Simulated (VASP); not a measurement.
# As (R-3m) in VASP: notebook

Aim: see how the results for As move with the level of theory and the settings. Levels: PBEsol, r2SCAN. Tasks: single point.

All numbers are computed with VASP 6.6.1; they aren't measurements. Logs are shortened: lines on timing, memory, paths and dates and some standing lists are left out, and cuts for length are marked.

## Step 1: The crystal as given

Symmetry: R-3m, No. 166, trigonal system. Conventional cell: a = 3.789 Å, b = 3.789 Å, c = 10.085 Å, α = 90.00°, β = 90.00°, γ = 120.00°. As (site symmetry 3m) has 3 As at 2.54 Å as nearest neighbours.

## Step 2: Single point, PBEsol

INCAR reads:

```
SYSTEM = As
  ALGO = Normal
  EDIFF = 1E-6
  ENCUT = 900
  GGA = PS
  ISIF = 2
  ISMEAR = 0
  LASPH = .True.
  LCHARG = .False.
  LREAL = .False.
  LWAVE = .False.
  NBANDS = 12
  NELM = 80
  PREC = Accurate
  SIGMA = 0.1
```

KPOINTS reads:

```
k-points
0
Gamma
  15 15 15
  0 0 0
```

POSCAR reads:

```
As
1.0
    1.8943900000      1.0937300000      3.3616100000
   -1.8943900000      1.0937300000      3.3616100000
    0.0000000000     -2.1874500000      3.3616100000
As
2
Direct
    0.2305600000      0.2305600000      0.2305600000
    0.7694400000      0.7694400000      0.7694400000
```

Potentials or basis: VASP PAW PBE potentials, release 64 (As).

On the command line:

```sh
cat potpaw_PBE.64/As/POTCAR > POTCAR
mpirun -np 1 vasp_std > vasp.out
```

OUTCAR:

```text
SYSTEM = As
   EDIFF = 1E-6
   ENCUT = 900
   GGA = PS
   ISIF = 2
   ISMEAR = 0
   LASPH = .True.
   LREAL = .False.
   NELM = 80
   PREC = Accurate

 ion  position               nearest neighbor table
   1  0.231  0.231  0.231-   2 2.54   2 2.54   2 2.54
   2  0.769  0.769  0.769-   1 2.54   1 2.54   1 2.54

  LATTYP: Found a trigonal (rhomboedric) cell.
 ALAT       =     4.0106583720
 COS(alpha) =     0.5537915596

  Lattice vectors:

 A1 = (   1.8943900000,   1.0937300000,   3.3616100000)
 A2 = (  -1.8943900000,   1.0937300000,   3.3616100000)
 A3 = (   0.0000000000,  -2.1874500000,   3.3616100000)

Analysis of symmetry for initial positions (statically):
=====================================================================
 Subroutine PRICEL returns:
 Original cell was already a primitive cell.

 Routine SETGRP: Setting up the symmetry group for a
 trigonal (rhombohedral) supercell.

 Subroutine GETGRP returns: Found 12 space group operations
 (whereof 12 operations were pure point group operations)
 out of a pool of 12 trial point group operations.

The static configuration has the point symmetry D_3d.

Analysis of symmetry for dynamics (positions and initial velocities):
=====================================================================
 Subroutine PRICEL returns:
 Original cell was already a primitive cell.

 Routine SETGRP: Setting up the symmetry group for a
 trigonal (rhombohedral) supercell.

 Subroutine GETGRP returns: Found 12 space group operations
 (whereof 12 operations were pure point group operations)
 out of a pool of 12 trial point group operations.

The dynamic configuration has the point symmetry D_3d.

 Subroutine INISYM returns: Found 12 space group operations
 (whereof 12 operations are pure point group operations),
 and found     1 'primitive' translations

----------------------------------------------------------------------------------------

                                     Primitive cell

  volume of cell :      41.7904

  direct lattice vectors                    reciprocal lattice vectors
     1.894390000  1.093730000  3.361610000     0.263937204  0.152384203  0.099158684
    -1.894390000  1.093730000  3.361610000    -0.263937204  0.152384203  0.099158684
     0.000000000 -2.187450000  3.361610000     0.000000000 -0.304768406  0.099159138

  length of vectors
     4.010658372  4.010658372  4.010655719     0.320493741  0.320493741  0.320493863

  position of ions in fractional coordinates (direct lattice)
     0.230560000  0.230560000  0.230560000
     0.769440000  0.769440000  0.769440000

  ion indices of the primitive-cell ions
   primitive index   ion index
                 1           1
                 2           2

----------------------------------------------------------------------------------------

 KPOINTS: k-points

Automatic generation of k-mesh.
 Grid dimensions read from file:
 generate k-points for:   15   15   15

 Generating k-lattice:

  Cartesian coordinates                     Fractional coordinates (reciprocal lattice)
     0.017595814  0.010158947  0.006610579     0.066666667  0.000000000  0.000000000
    -0.017595814  0.010158947  0.006610579     0.000000000  0.066666667  0.000000000
     0.000000000 -0.020317894  0.006610609     0.000000000  0.000000000  0.066666667

  Length of vectors
     0.021366249  0.021366249  0.021366258

  Shift w.r.t. Gamma in fractional coordinates (k-lattice)
     0.000000000  0.000000000  0.000000000

 Subroutine IBZKPT returns following result:
 ===========================================

 Found    344 irreducible k-points:

 Following reciprocal coordinates:
            Coordinates               Weight
  0.000000  0.000000  0.000000      1.000000
  0.066667  0.000000  0.000000      6.000000
  0.133333 -0.000000  0.000000      6.000000
  0.200000 -0.000000  0.000000      6.000000
  0.266667 -0.000000  0.000000      6.000000
  0.333333  0.000000  0.000000      6.000000
[... 16 lines left out ...]
  0.133333  0.133333  0.000000      6.000000
  0.200000  0.133333  0.000000     12.000000
 [... further k-points ...]
   k-points           NKPTS =    344   k-points in BZ     NKDIM =    344   number of bands    NBANDS=     12
   number of dos      NEDOS =    301   number of ions     NIONS =      2
   total plane-waves  NPLWV =  64000
   dimension x,y,z NGX =    40 NGY =   40 NGZ =   40
   dimension x,y,z NGXF=    80 NGYF=   80 NGZF=   80
   ions per type =               2
   NGX,Y,Z   is equivalent  to a cutoff of  16.58, 16.58, 16.58 a.u.
   NGXF,Y,Z  is equivalent  to a cutoff of  33.16, 33.16, 33.16 a.u.
 SYSTEM =  As
   PREC   = accura    normal or accurate (medium, high low for compatibility)
   ISTART =      0    job   : 0-new  1-cont  2-samecut
   ICHARG =      2    charge: 1-file 2-atom 10-const
   ISPIN  =      1    spin polarized calculation?
   LNONCOLLINEAR =      F non collinear calculations
   LSORBIT =      F    spin-orbit coupling
   LASPH  =      T    aspherical Exc in radial PAW
   ENCUT  =  900.0 eV  66.15 Ry    8.13 a.u.   9.81  9.81  9.81*2*pi/ulx,y,z
   NELM   =     80;   NELMIN=  2; NELMDL= -5     # of ELM steps
   EDIFF  = 0.1E-05   stopping-criterion for ELM
   LREAL  =      F    real-space projection
   EDIFFG = 0.1E-04   stopping-criterion for IOM
   NSW    =      0    number of steps for IOM
   IBRION =     -1    ionic relax: 0-MD 1-quasi-New 2-CG
   NFREE  =      0    steps in history (QN), initial steepest desc. (CG)
   ISIF   =      2    stress and relaxation
   ISYM   =      2    0-nonsym 1-usesym 2-fastsym
   POTIM  = 0.5000    time-step for ionic-motion
   TEBEG  =    0.0;   TEEND  =   0.0 temperature during run
   PSTRESS=    0.0 pullay stress
   NELECT =      10.0000    total number of electrons
   NUPDOWN=      -1.0000    fix difference up-down
   EMIN   =  10.00;   EMAX   =-10.00  energy-range for DOS
   EFERMI =   0.00;   METHOD = LEGACY
   ISMEAR =     0;   SIGMA  =   0.10  broadening in eV -4-tet -1-fermi 0-gaus
   EFERMI_NEDOS =   21; number of points for ismear=-14 and -15
   IALGO  =     38    algorithm
   IMIX   =      4    mixing-type and parameters
     AMIX     =   0.40;   BMIX     =  1.00
     AMIX_MAG =   1.60;   BMIX_MAG =  1.00
  volume/ion in A,a.u.               =      20.90       141.01
  Fermi-wavevector in a.u.,A,eV,Ry     =   1.016364  1.920649 14.054759  1.032996
  Thomas-Fermi vector in A             =   2.149703
   LORBIT       =      0    0 simple, 1 ext, 2 COOP (PROOUT), +10 PAW based schemes
   GGA     = PS    functional components
   LHFCALC =     F    Hartree Fock is set to
   AEXX    =    0.0000 exact exchange contribution
   IVDW    =     0    specifies the selected vdW correction
   LEPSILON=     F    determine dielectric tensor
   LRPA    =     F    only Hartree local field effects (RPA)
 non-spin polarized calculation
 Gauss-broadening in eV      SIGMA  =   0.10
  energy-cutoff  :      900.00
  volume of cell :       41.79
 maximum number of plane-waves:      2597
   NGX = 19   NGY = 19   NGZ = 19

 number of electron      10.0000000 magnetization

 Free energy of the ion-electron system (eV)
  ---------------------------------------------------
  ext. energy  EPLUGINS =         0.00000000
  ---------------------------------------------------
  free energy    TOTEN  =       -10.21528974 eV

  energy without entropy =      -10.21469526  energy(sigma->0) =      -10.21499250

 E-fermi :   5.6048     XC(G=0): -10.2651

 val. band max:        5.5919719928   @ k =   0.4000   0.2667   0.2667
 cond. band min:       5.6175326924   @ k =   0.3333   0.2000   0.2000
 fundamental gap:      0.0255606996
 Fermi energy:         5.6048132392

 k-point     1 :       0.0000    0.0000    0.0000
  band No.  band energies     occupation
      1      -9.5155      2.00000
      2       0.0470      2.00000
      3       3.2476      2.00000
      4       3.5427      2.00000
      5       3.5427      2.00000
      6       7.7330      0.00000
      7       8.7425      0.00000
      8       8.7425      0.00000
      9      12.0340      0.00000
     10      12.0340      0.00000
     11      12.4316      0.00000
     12      14.1106      0.00000

 k-point     2 :       0.0667    0.0000    0.0000
  band No.  band energies     occupation
      1      -9.4553      2.00000
      2      -0.2153      2.00000
      3       3.2719      2.00000
      4       3.5132      2.00000
      5       3.5961      2.00000
      6       7.7847      0.00000
      7       8.5947      0.00000
      8       8.6405      0.00000
      9      11.6866      0.00000
     10      11.9752      0.00000
     11      12.1432      0.00000
     12      14.5467      0.00000

 k-point     3 :       0.1333   -0.0000    0.0000
  band No.  band energies     occupation
      1      -9.2753      2.00000
      2      -0.8875      2.00000
      3       3.2408      2.00000
      4       3.4350      2.00000
      5       3.8013      2.00000
      6       7.7594      0.00000
      7       8.2465      0.00000
      8       8.3306      0.00000
      9      11.2268      0.00000
     10      11.9172      0.00000
     11      12.0786      0.00000
     12      15.5672      0.00000

 k-point     4 :       0.2000   -0.0000    0.0000
  band No.  band energies     occupation
      1      -8.9771      2.00000
      2      -1.7826      2.00000
      3       3.1780      2.00000
      4       3.3322      2.00000
      5       4.0668      2.00000
      6       7.4072      0.00000
      7       7.7907      0.00000
      8       7.8743      0.00000
      9      11.3082      0.00000
     10      12.0100      0.00000
     11      12.5436      0.00000
     12      16.8822      0.00000

 k-point     5 :       0.2667   -0.0000    0.0000
  band No.  band energies     occupation
      1      -8.5641      2.00000
      2      -2.7707      2.00000
      3       3.1446      2.00000
      4       3.2303      2.00000
      5       4.3220      2.00000
      6       6.8932      0.00000
      7       7.2039      0.00000
      8       7.3893      0.00000
      9      11.8376      0.00000
     10      12.5510      0.00000
     11      13.3299      0.00000
     12      18.1654      0.00000
[... 228 lines left out ...]
      1      -9.1274      2.00000
      2      -1.2894      2.00000
      3       2.8858      2.00000
      4       3.5923      2.00000
      5       3.9361      2.00000
      6       7.5108      0.00000
      7       7.6517      0.00000
      8       8.6423      0.00000
      9      10.9504      0.00000
     10      11.9998      0.00000
     11      12.6959      0.00000
     12      15.0812      0.00000

 k-point    22 :      -0.0667    0.0667    0.0000
  band No.  band energies     occupation
      1      -9.3509      2.00000
      2      -0.5834      2.00000
      3       3.1287      2.00000
      4       3.5084      2.00000
      5       3.7426      2.00000
      6       7.8152      0.00000
      7       8.1275      0.00000
      8       8.7261      0.00000
      9      11.2326      0.00000
     10      11.8464      0.00000
     11      12.3752      0.00000
     12      14.4695      0.00000

 k-point    23 :       0.1333    0.1333    0.0000
  band No.  band energies     occupation
      1      -9.2146      2.00000
      2      -0.9855      2.00000
      3       2.6702      2.00000
      4       3.0249      2.00000
      5       4.7478      2.00000
      6       6.8700      0.00000
      7       8.1500      0.00000
      8       9.1979      0.00000
      9      11.1909      0.00000
     10      12.3996      0.00000
     11      12.8190      0.00000
     12      14.5979      0.00000

 k-point    24 :       0.2000    0.1333    0.0000
  band No.  band energies     occupation
      1      -9.0068      2.00000
      2      -1.4965      2.00000
      3       2.3999      2.00000
      4       2.8269      2.00000
      5       4.8559      2.00000
      6       6.6185      0.00000
      7       8.2230      0.00000
      8       9.2004      0.00000
      9      10.8829      0.00000
     10      12.7056      0.00000
     11      13.3506      0.00000
     12      15.0247      0.00000

 [... further k-points ...]
[... 5 lines left out ...]
  --------------------------------------------------------------------------------------
  -------------------------------------------------------------------------------------
  Total       -0.0010160     -0.0010160      0.0091923      0.0000000      0.0000000      0.0000000
  in kB       -0.0389504     -0.0389504      0.3524166      0.0000000      0.0000003      0.0000000
  external PRESSURE =       0.0915053 kB  Pullay stress =       0.0000000 kB

 VOLUME and BASIS-vectors are now :
 -----------------------------------------------------------------------------
  energy-cutoff  :      900.00
  volume of cell :       41.79
      direct lattice vectors                 reciprocal lattice vectors
     1.894390000  1.093730000  3.361610000     0.263937204  0.152384203  0.099158684
    -1.894390000  1.093730000  3.361610000    -0.263937204  0.152384203  0.099158684
     0.000000000 -2.187450000  3.361610000     0.000000000 -0.304768406  0.099159138

 POSITION                                       TOTAL-FORCE (eV/Angst)
 -----------------------------------------------------------------------------------
      0.00000      0.00000      2.32516         0.000000     -0.000000     -0.001532
      0.00000      0.00001      7.75967         0.000000      0.000000      0.001532
 -----------------------------------------------------------------------------------
    total drift:                               -0.000000     -0.000000      0.000000

  FREE ENERGIE OF THE ION-ELECTRON SYSTEM (eV)
  ---------------------------------------------------
  free  energy   TOTEN  =       -10.2152897439 eV

  energy  without entropy=      -10.2146952624  energy(sigma->0) =      -10.21499250
```

Wall time 2.4 min (1 thread of AMD EPYC 9R45 (Zen 5), shared host); peak memory 0.46 GiB.

Results:

* Free energy: -10.2153 eV
* Pressure: 0.0 GPa
* Band gap on the k mesh: none (metal or under the smearing width)

Caveat: the PAW data sets were made with another functional, which shifts forces and pressure a little.

## Step 3: Single point, r2SCAN

INCAR reads:

```
SYSTEM = As
  ALGO = Normal
  EDIFF = 1E-6
  ENCUT = 520
  ISIF = 2
  ISMEAR = 0
  LASPH = .True.
  LCHARG = .False.
  LMIXTAU = .True.
  LREAL = .False.
  LWAVE = .False.
  METAGGA = R2SCAN
  NBANDS = 12
  NELM = 80
  PREC = Accurate
  SIGMA = 0.1
```

KPOINTS is that of step 2.

POSCAR is that of step 2.

Potentials or basis: VASP PAW PBE potentials, release 64 (As).

On the command line:

```sh
cat potpaw_PBE.64/As/POTCAR > POTCAR
mpirun -np 1 vasp_std > vasp.out
```

Wall time 8 min (1 thread of AMD EPYC 9R45 (Zen 5), shared host); peak memory 0.25 GiB.

The run converged. Its results:

| Quantity | Value |
| --- | --- |
| Free energy | -29.3517 eV |
| Pressure | 1.3 GPa |
| Largest force | 0.249 eV/Å |
| Band gap on the k mesh | none (metal or under the smearing width) |

Forces in eV/Å, atoms in the order of the input:
```
As   0.000  0.000 -0.249
As   0.000  0.000  0.249
```

Stress tensor (GPa, compression positive):
```
0.93 0.00 0.00
0.00 0.93 0.00
0.00 0.00 2.13
```

Levels at points of the mesh, in eV from the Fermi level:
```csv
k point,band 1,band 2,band 3,band 4,band 5,band 6,band 7,band 8,band 9,band 10
"(0.00, 0.00, 0.00)",-15.93,-5.76,-2.67,-2.40,-2.40,2.16,3.17,3.17,6.81,6.81
```

Caveat: the PAW data sets were made with another functional, which shifts forces and pressure a little.
